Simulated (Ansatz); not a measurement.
# Al2O3 (P-6m2) in Ansatz: a series of runs

One crystal, Al2O3, is run at these levels: PBE, LDA; tasks: band structure.

Everything below comes from runs of Ansatz 0.2.0. Logs are shortened: lines on timing, memory, paths and dates and some standing lists are left out, and cuts for length are marked.

## (1) The crystal as given

Symmetry: P-6m2, No. 187, hexagonal system. Conventional cell: a = 2.884 Å, b = 2.884 Å, c = 9.337 Å, α = 90.00°, β = 90.00°, γ = 120.00°. Around Al (site symmetry 3m) lie 3 O at 1.80 Å. Around O (site symmetry 3m) lie 3 Al at 1.80 Å. Around O (site symmetry -6m2) lie 6 Al at 2.18 Å.

Measurements of this composition are mostly on another form, of space group No. 167.

## (2) Band structure, PBE

Input file input.yaml:

```yaml
crystal:
  lattice:
    - [2.8843249483, 0.0, 0.0]
    - [-1.4421624742, 2.497898678, 0.0]
    - [0.0, 0.0, 9.33675446]
  atoms:
    - { symbol: Al, position: [0.0, 0.0, 0.85000767] }
    - { symbol: Al, position: [0.0, 0.0, 0.14999233] }
    - { symbol: O, position: [0.3333333333, 0.6666666667, 0.77768308] }
    - { symbol: O, position: [0.6666666667, 0.3333333333, 0.0] }
    - { symbol: O, position: [0.3333333333, 0.6666666667, 0.22231692] }
hamiltonian:
  xc: pbe
  pseudopotentials: { kind: paw }
kpoints:
  mp_grid: { grid: [11, 11, 3] }
  band_path:
    path:
      - [[0.0, 0.0, 0.0], [0.5, 0.0, 0.0], [0.3333333333, 0.3333333333, 0.0], [0.0, 0.0, 0.0], [0.0, 0.0, 0.5], [0.5, 0.0, 0.5], [0.3333333333, 0.3333333333, 0.5], [0.0, 0.0, 0.5]]
      - [[0.5, 0.0, 0.5], [0.5, 0.0, 0.0]]
      - [[0.3333333333, 0.3333333333, 0.0], [0.3333333333, 0.3333333333, 0.5]]
    npoints: 14
scf:
  occupations: { method: fermi_dirac, width: 0.05 }
  n_extra_bands: 12
output:
  forces: true
  stress: true
  eigenvalues: true
  fatbands: false
```

Potentials or basis: Ansatz PAW.

Run with:

```sh
> ansatz run input.yaml --threads 2 --pin off --max-ram 5632MiB --backend cpu --events-out ev --progress --plain --runs-dir out
```

Standard output:

```text
Warning: RAYON_NUM_THREADS=2 ignored (pool sized by the plan → 2); use --threads N
scf.n_extra_bands = 12 over 12 filled bands (N_el = 24.0): the run solves 24 bands
Engine: ansatz 0.2.0, x86_64-unknown-linux-gnu
Pseudopotentials: kind: paw
Pseudopotential: Al, paw, valence charge 3, recommended cutoff 420 eV (normal), Al.paw.azcp
Pseudopotential: O, paw, valence charge 6, recommended cutoff 420 eV (normal), O.paw.azcp
Functional definition: PBE
  parameter kappa = 0.804
  parameter beta = 0.06672455060314922
  exchange = pbe_x(kappa = kappa, mu = beta*pi^2/3)
  correlation = pbe_c(beta = beta)
Crystal: 5 atoms, lattice volume = 67.269 Å³
Basis set: ecut = 420 eV, 1315 PW (Γ), exchange–correlation on 40×40×128 points (8 copies of the dense FFT grid, shifted against one another)
Bands: 24, of which v1, the nominal top of the filled ones, is band 12 counted from 1 (11 counted from 0)
Symmetry: 12 space group operations
Space group: P-6m2 (ITA 187), of the structure as read, at distance tolerance 4.1e-5 Å
k-points: 32 of 363 (time reversal used)
Non-local potential: Al, projectors of the file, l = 0: 2, l = 1: 2, l = 2: 1
Non-local potential: O, projectors of the file, l = 0: 2, l = 1: 2, l = 2: 1
PAW form: soft (Blöchl's): semilocal exchange-correlation on the pseudo side does not see the compensation charge
PAW one-centre angular grid: Al, 110 points (default); XC on 64 Gauss nodes
PAW one-centre angular grid: O, 110 points (default); XC on 64 Gauss nodes
Initial density: superposition of atomic densities (neutral atoms: chi_scale 0, normalization atom), corrected by the library's trained network
Initial wavefunctions: pseudopotential atomic-orbital guess
Functional: x = pbe(κ = 0.804, μ = 0.2195149727645171), c = pbe(β = 0.06672455060314922)
SCF iter   1: F=—  HF=-2783.799285 eV  |F-HF|=—  |Δ(HF+E_count)|=         —  Δρ=2.72e-3  dr2=1.42e-2  ethr=1.77e-3  ⟨swp⟩=7.0  Hψ=4929  notcnv=0  defer=51
preconditioner: auto → none  [insulator: Δε(μ)=4.854 eV  Ē_g=18.774 eV  σ=0.050 eV  W_gap=1.00  n_scr=6 (ndim 8)  ℏωp=22.2 eV  f_vac=0.285  D(μ)=0.00/eV (n_scr^D=0)  ε∞_Penn≈2.4]
SCF iter   2: F=—  HF=-2783.800193 eV  |F-HF|=—  |Δ(HF+E_count)|=   9.08e-4  Δρ=2.99e-3  dr2=6.58e-3  ethr=5.91e-5  ⟨swp⟩=3.6  Hψ=1615  notcnv=0  defer=189
SCF iter   3: F=—  HF=-2783.799580 eV  |F-HF|=—  |Δ(HF+E_count)|=   6.13e-4  Δρ=8.65e-4  dr2=4.64e-4  ethr=2.74e-5  ⟨swp⟩=2.2  Hψ=995  notcnv=0  defer=189
SCF iter   4: F=—  HF=-2783.801046 eV  |F-HF|=—  |Δ(HF+E_count)|=   1.47e-3  Δρ=3.29e-4  dr2=6.69e-5  ethr=1.93e-6  ⟨swp⟩=3.2  Hψ=1178  notcnv=0  defer=189
SCF iter   5: F=—  HF=-2783.801004 eV  |F-HF|=—  |Δ(HF+E_count)|=   4.22e-5  Δρ=7.11e-5  dr2=1.68e-6  ethr=2.79e-7  ⟨swp⟩=2.3  Hψ=1251  notcnv=0  defer=189
SCF iter   6: F=—  HF=-2783.801004 eV  |F-HF|=—  |Δ(HF+E_count)|=   6.87e-8  Δρ=2.54e-5  dr2=2.50e-7  ethr=7.02e-9  ⟨swp⟩=2.3  Hψ=994  notcnv=0  defer=189
SCF iter   7: F=-2783.801004 eV  HF=-2783.801004 eV  |F-HF|=9.59e-9  |Δ(HF+E_count)|=   7.06e-9  Δρ=7.55e-6  dr2=2.31e-8  ethr=4.17e-10  ⟨swp⟩=12.1  Hψ=4815  notcnv=0
SCF 1 converged in 7 iterations: F = -2783.801004 eV  dr2 = 2.31e-8
NSCF: frozen V_eff on 129 k-points
SCF converged after 7 iterations
Free energy (F): -2783.801004 eV
Harris-Foulkes:  -2783.801004 eV  (|F-HF|=9.59e-9)
Internal energy: -2783.801004 eV  (E = F + TS)
E sigma→0 (E₀):  -2783.801004 eV
Fermi energy:    4.390594 eV
--- Per-component energies (eV) ---
  E_band       = -101.215845
  E_kinetic    = 585.792591
  E_local      = -2594.158828  (includes V_loc(G=0)·N_el)
  E_nonlocal   = 162.288805
  E_hartree    = 1103.485418
  E_xc         = -305.159450
  E_vxc        = -346.201372  (∫ρ·V_xc dr)
  E_paw        = -1410.213002  (= ΣΔE_a)
  E_vpaw       = -115.920807  (= ΣTr[D̂ρ^β])
  E_aug_tail   = 0.007539  (compensation charges beyond the density's cutoff)
  E_ewald      = -325.844076
  E_smearing   = -0.000000  (= −TS)
  E_closure    = -0.000000  (closes the sum)
  Σ components = -2783.801004   (vs F -2783.801004, Δ=0.00e0)
--- Forces (eV/Å), atoms counted from 1 ---
  atom   1  Al    -0.00000000    -0.00000000     0.04123471
  atom   2  Al    -0.00000000    -0.00000000    -0.04123471
  atom   3  O      0.00000000     0.00000000    -0.04204140
  atom   4  O     -0.00000000    -0.00000000     0.00000000
  atom   5  O      0.00000000     0.00000000     0.04204140
  max |Σ_I F_I| component: 2.22e-16 eV/Å
--- Stress (GPa, compression-positive) ---
        0.054145       0.000000       0.000000
        0.000000       0.054145       0.000000
        0.000000       0.000000       0.113802
  P = ⅓ Tr σ = 0.0740 GPa (0.740 kbar)
--- Band table (eV; the first three rows and the last of 32) ---
  k-point 0: bands = ["-16.7622", "-15.7576", "-14.5802", "-3.0485", "-0.2230", "0.4272", "0.4272", "0.6472", "0.6472", "1.3906", "1.3906", "1.6662", "6.6915", "9.3001", "9.6962", "11.0365", "14.7874", "16.1397", "16.8187", "16.8187", "16.9444", "16.9444", "17.4501", "18.7965"]
  k-point 1: bands = ["-16.7621", "-15.7579", "-14.5800", "-3.0528", "-0.1973", "0.4270", "0.4270", "0.6469", "0.6469", "1.3904", "1.3904", "1.6300", "6.7973", "8.9357", "9.8540", "11.2684", "14.6221", "15.7223", "16.8191", "16.8191", "16.9432", "16.9432", "18.2992", "18.7988"]
  k-point 2: bands = ["-16.6621", "-15.6829", "-14.5437", "-2.9899", "-0.4588", "0.1931", "0.2195", "0.3262", "0.5848", "1.1003", "1.3617", "1.8117", "7.1754", "9.5341", "9.9866", "11.3186", "14.7088", "15.6668", "15.9617", "16.9078", "16.9901", "17.0479", "17.0992", "18.8997"]
  k-point 31: bands = ["-14.6777", "-14.5594", "-14.4704", "-3.5635", "-3.2275", "-2.1096", "-1.9133", "-1.9040", "-0.7405", "0.4741", "0.9109", "1.8473", "11.3879", "11.4565", "12.5239", "13.9457", "14.5376", "14.8607", "14.8863", "15.1193", "15.8318", "16.7285", "17.6475", "19.0473"]
```

It took 8.1 s on 2 threads of Intel Xeon at 2.70GHz, shared host; peak memory 0.38 GiB.

Results:

| Quantity | Value |
| --- | --- |
| Free energy | -2783.8010 eV |
| Pressure | 0.1 GPa |
| Largest force | 0.042 eV/Å |
| Band gap on the k mesh | 4.79 eV, indirect (least direct gap 5.03 eV) |
| Band gap along the path | 4.79 eV, indirect (least direct gap 5.03 eV) |

Forces in eV/Å, atoms in the order of the input:
```
Al   0.000  0.000  0.041
Al   0.000  0.000 -0.041
O    0.000  0.000 -0.042
O    0.000  0.000  0.000
O    0.000  0.000  0.042
```

Levels at the corners of the path, in eV from the valence-band top:
| point | band 10 | band 11 | band 12 | band 13 | band 14 | band 15 |
| --- | --- | --- | --- | --- | --- | --- |
| Γ | -0.51 | -0.51 | -0.24 | 4.79 | 7.40 | 7.79 |
| M | -0.99 | -0.82 | -0.59 | 7.82 | 8.88 | 9.05 |
| K | -1.29 | -1.10 | -0.04 | 9.57 | 9.62 | 10.70 |
| Γ | -0.51 | -0.51 | -0.24 | 4.79 | 7.40 | 7.79 |
| A | -0.51 | -0.51 | -0.29 | 4.93 | 6.94 | 7.97 |
| L | -0.99 | -0.83 | -0.58 | 7.83 | 8.83 | 9.12 |
| H | -1.29 | -1.11 | -0.03 | 9.54 | 9.62 | 10.70 |
| A | -0.51 | -0.51 | -0.29 | 4.93 | 6.94 | 7.97 |
| L | -0.99 | -0.83 | -0.58 | 7.83 | 8.83 | 9.12 |
| M | -0.99 | -0.82 | -0.59 | 7.82 | 8.88 | 9.05 |
| K | -1.29 | -1.10 | -0.04 | 9.57 | 9.62 | 10.70 |
| H | -1.29 | -1.11 | -0.03 | 9.54 | 9.62 | 10.70 |

Caveat: the pressure holds a Pulay correction of +0.5 GPa for the finite cutoff. A hybrid or GW would open this gap; PBE tends to underestimate it.

## (3) Band structure, LDA

input.yaml, as its differences from that of step 2:

```diff
@@ -12,3 +12,3 @@
 hamiltonian:
-  xc: pbe
+  xc: lda
   pseudopotentials: { kind: paw }
```

Potentials or basis: Ansatz PAW.

Run with:

```sh
> ansatz run input.yaml --threads 2 --pin off --max-ram 5632MiB --backend cpu --events-out ev --progress --plain --runs-dir out
```

Standard output:

```text
Warning: RAYON_NUM_THREADS=2 ignored (pool sized by the plan → 2); use --threads N
scf.n_extra_bands = 12 over 12 filled bands (N_el = 24.0): the run solves 24 bands
Engine: ansatz 0.2.0, x86_64-unknown-linux-gnu
Pseudopotentials: kind: paw
Pseudopotential: Al, paw, valence charge 3, recommended cutoff 420 eV (normal), Al.paw.azcp
Pseudopotential: O, paw, valence charge 6, recommended cutoff 420 eV (normal), O.paw.azcp
Functional definition: SPW92
  exchange = slater_x
  correlation = pw_c
Crystal: 5 atoms, lattice volume = 67.269 Å³
Basis set: ecut = 420 eV, 1315 PW (Γ)
Bands: 24, of which v1, the nominal top of the filled ones, is band 12 counted from 1 (11 counted from 0)
Symmetry: 12 space group operations
Space group: P-6m2 (ITA 187), of the structure as read, at distance tolerance 4.1e-5 Å
k-points: 32 of 363 (time reversal used)
Non-local potential: Al, projectors of the file, l = 0: 2, l = 1: 2, l = 2: 1
Non-local potential: O, projectors of the file, l = 0: 2, l = 1: 2, l = 2: 1
PAW form: soft (Blöchl's): semilocal exchange-correlation on the pseudo side does not see the compensation charge
PAW frozen core: Al, regenerated for the run's functional, and the local potential with it (the file was generated under x = pbe(κ = 0.804, μ = 0.2195149727645171), c = pbe(β = 0.06672455060314922))
PAW frozen core: O, regenerated for the run's functional, and the local potential with it (the file was generated under x = pbe(κ = 0.804, μ = 0.2195149727645171), c = pbe(β = 0.06672455060314922))
PAW one-centre angular grid: Al, 110 points (default); XC on 64 Gauss nodes
PAW one-centre angular grid: O, 110 points (default); XC on 64 Gauss nodes
Initial density: superposition of atomic densities (neutral atoms: chi_scale 0, normalization atom), corrected by the library's trained network
Initial wavefunctions: pseudopotential atomic-orbital guess
Functional: x = slater, c = lda
SCF iter   1: F=—  HF=-2698.518923 eV  |F-HF|=—  |Δ(HF+E_count)|=         —  Δρ=1.32e-2  dr2=1.11e-1  ethr=1.77e-3  ⟨swp⟩=7.2  Hψ=4990  notcnv=0  defer=55
preconditioner: auto → none  [insulator: Δε(μ)=4.682 eV  Ē_g=18.426 eV  σ=0.050 eV  W_gap=1.00  n_scr=6 (ndim 8)  ℏωp=22.2 eV  f_vac=0.285  D(μ)=0.00/eV (n_scr^D=0)  ε∞_Penn≈2.4]
SCF iter   2: F=—  HF=-2698.493788 eV  |F-HF|=—  |Δ(HF+E_count)|=   2.51e-2  Δρ=7.33e-3  dr2=2.18e-2  ethr=4.64e-4  ⟨swp⟩=3.3  Hψ=1613  notcnv=0  defer=189
SCF iter   3: F=—  HF=-2698.488081 eV  |F-HF|=—  |Δ(HF+E_count)|=   5.71e-3  Δρ=1.53e-3  dr2=1.05e-3  ethr=9.08e-5  ⟨swp⟩=2.3  Hψ=1159  notcnv=0  defer=189
SCF iter   4: F=—  HF=-2698.489035 eV  |F-HF|=—  |Δ(HF+E_count)|=   9.54e-4  Δρ=8.94e-4  dr2=4.64e-4  ethr=4.37e-6  ⟨swp⟩=3.6  Hψ=1370  notcnv=0  defer=189
SCF iter   5: F=—  HF=-2698.489112 eV  |F-HF|=—  |Δ(HF+E_count)|=   7.70e-5  Δρ=1.42e-4  dr2=9.02e-6  ethr=1.94e-6  ⟨swp⟩=2.4  Hψ=1048  notcnv=0  defer=189
SCF iter   6: F=—  HF=-2698.489117 eV  |F-HF|=—  |Δ(HF+E_count)|=   4.90e-6  Δρ=4.35e-5  dr2=7.83e-7  ethr=3.76e-8  ⟨swp⟩=2.5  Hψ=1200  notcnv=0  defer=189
SCF iter   7: F=-2698.489118 eV  HF=-2698.489118 eV  |F-HF|=2.42e-9  |Δ(HF+E_count)|=   1.34e-6  Δρ=1.39e-5  dr2=6.15e-8  ethr=4.17e-10  ⟨swp⟩=12.8  Hψ=5156  notcnv=0
SCF 1 converged in 7 iterations: F = -2698.489118 eV  dr2 = 6.15e-8
NSCF: frozen V_eff on 129 k-points
SCF converged after 7 iterations
Free energy (F): -2698.489118 eV
Harris-Foulkes:  -2698.489118 eV  (|F-HF|=2.42e-9)
Internal energy: -2698.489118 eV  (E = F + TS)
E sigma→0 (E₀):  -2698.489118 eV
Fermi energy:    4.035508 eV
--- Per-component energies (eV) ---
  E_band       = -108.035830
  E_kinetic    = 581.538684
  E_local      = -2593.714564  (includes V_loc(G=0)·N_el)
  E_nonlocal   = 169.256109
  E_hartree    = 1098.850734
  E_xc         = -299.745968
  E_vxc        = -343.014155  (∫ρ·V_xc dr)
  E_paw        = -1329.239912  (= ΣΔE_a)
  E_vpaw       = -119.819772  (= ΣTr[D̂ρ^β])
  E_aug_tail   = 0.007677  (compensation charges beyond the density's cutoff)
  E_ewald      = -325.844076
  E_core_change = 0.402198  (= ΣΔE_core)
  E_smearing   = -0.000000  (= −TS)
  E_closure    = 0.000000  (closes the sum)
  Σ components = -2698.489118   (vs F -2698.489118, Δ=0.00e0)
--- Forces (eV/Å), atoms counted from 1 ---
  atom   1  Al    -0.00000000    -0.00000000    -0.02394491
  atom   2  Al    -0.00000000    -0.00000000     0.02394491
  atom   3  O      0.00000000     0.00000000     0.52503764
  atom   4  O     -0.00000000    -0.00000000     0.00000000
  atom   5  O      0.00000000     0.00000000    -0.52503764
  max |Σ_I F_I| component: 3.33e-16 eV/Å
--- Stress (GPa, compression-positive) ---
       -7.922142      -0.000000       0.000000
        0.000000      -7.922142       0.000000
        0.000000       0.000000      -5.073026
  P = ⅓ Tr σ = -6.9724 GPa (-69.724 kbar)
--- Band table (eV; the first three rows and the last of 32) ---
  k-point 0: bands = ["-16.8781", "-15.8419", "-14.6073", "-3.4142", "-0.5637", "0.0766", "0.0766", "0.2988", "0.2988", "1.0470", "1.0470", "1.3124", "6.3213", "8.9484", "9.2337", "10.7255", "14.3273", "15.6256", "16.2110", "16.2110", "16.3042", "16.3042", "16.8958", "18.1935"]
  k-point 1: bands = ["-16.8780", "-15.8422", "-14.6071", "-3.4185", "-0.5384", "0.0763", "0.0763", "0.2984", "0.2984", "1.0468", "1.0468", "1.2776", "6.4162", "8.6072", "9.3787", "10.9592", "14.1930", "15.1476", "16.2113", "16.2113", "16.3031", "16.3031", "17.7715", "18.1956"]
  k-point 2: bands = ["-16.7749", "-15.7639", "-14.5688", "-3.3543", "-0.8075", "-0.1511", "-0.1412", "-0.0265", "0.2352", "0.7502", "1.0182", "1.4656", "6.8028", "9.1986", "9.5213", "10.9823", "14.2127", "15.1229", "15.3687", "16.3351", "16.4293", "16.4397", "16.4605", "18.3067"]
  k-point 31: bands = ["-14.7051", "-14.5813", "-14.4868", "-3.9634", "-3.6329", "-2.4946", "-2.3086", "-2.2937", "-1.1140", "0.1197", "0.5701", "1.5171", "10.8770", "10.9020", "12.0177", "13.4206", "14.0015", "14.2963", "14.3300", "14.5768", "15.3656", "16.1783", "17.4618", "18.6087"]
```

bands.tsv:

```text
# k_distance	band_0	band_1	band_2	band_3	band_4	band_5	band_6	band_7	band_8	band_9	band_10	band_11	band_12	band_13	band_14	band_15	band_16	band_17	band_18	band_19	band_20	band_21	band_22	band_23
# fermi_ev = 4.035508
# lock_threshold_ev = 1e-6
[... 145 lines left out ...]
7.833529	-18.635755	-18.601938	-18.597812	-7.965085	-7.566382	-6.575018	-6.520135	-6.316768	-5.312874	-3.780950	-3.579028	-2.493785	6.833064	7.001493	8.069939	9.740872	9.964254	10.144712	10.173416	10.564035	11.473744	11.906140	13.540129	14.757050
7.857562	-18.635756	-18.601922	-18.597807	-7.965104	-7.566242	-6.574922	-6.520066	-6.316808	-5.312869	-3.780659	-3.579031	-2.493110	6.832430	7.001794	8.069836	9.742286	9.961651	10.142824	10.173626	10.566554	11.523693	11.848461	13.543529	14.849063
7.881596	-18.635759	-18.601930	-18.597810	-7.965133	-7.566363	-6.574994	-6.520117	-6.316857	-5.312957	-3.780994	-3.579532	-2.493456	6.832075	7.001731	8.069801	9.742705	9.960656	10.141956	10.173643	10.567228	11.544902	11.824463	13.544567	14.910531
```

Wall time 10 s (2 threads of Intel Xeon at 2.70GHz, shared host); peak memory 0.37 GiB.

What came out:

* Free energy: -2698.4891 eV
* Pressure: -7.0 GPa
* Largest force: 0.525 eV/Å
* Band gap on the k mesh: 4.76 eV, indirect (least direct gap 5.01 eV)
* Band gap along the path: 4.76 eV, indirect (least direct gap 5.01 eV)

Forces on the atoms (eV/Å):
```
Al   0.000  0.000 -0.024
Al   0.000  0.000  0.024
O    0.000  0.000  0.525
O    0.000  0.000  0.000
O    0.000  0.000 -0.525
```

Levels at the corners of the path, in eV from the valence-band top:
| point | band 10 | band 11 | band 12 | band 13 | band 14 | band 15 |
| --- | --- | --- | --- | --- | --- | --- |
| Γ | -0.52 | -0.52 | -0.25 | 4.76 | 7.38 | 7.67 |
| M | -1.00 | -0.82 | -0.58 | 7.67 | 8.66 | 8.85 |
| K | -1.31 | -1.10 | -0.03 | 9.32 | 9.47 | 10.54 |
| Γ | -0.52 | -0.52 | -0.25 | 4.76 | 7.38 | 7.67 |
| A | -0.52 | -0.52 | -0.30 | 4.89 | 6.96 | 7.84 |
| L | -1.00 | -0.83 | -0.57 | 7.68 | 8.62 | 8.91 |
| H | -1.31 | -1.11 | -0.02 | 9.30 | 9.47 | 10.54 |
| A | -0.52 | -0.52 | -0.30 | 4.89 | 6.96 | 7.84 |
| L | -1.00 | -0.83 | -0.57 | 7.68 | 8.62 | 8.91 |
| M | -1.00 | -0.82 | -0.58 | 7.67 | 8.66 | 8.85 |
| K | -1.31 | -1.10 | -0.03 | 9.32 | 9.47 | 10.54 |
| H | -1.31 | -1.11 | -0.02 | 9.30 | 9.47 | 10.54 |

Caveat: the pressure holds a Pulay correction of +0.7 GPa for the finite cutoff; the PAW data sets come from PBE, with cores solved anew for the run's functional, which leaves a small shift of forces and pressure.
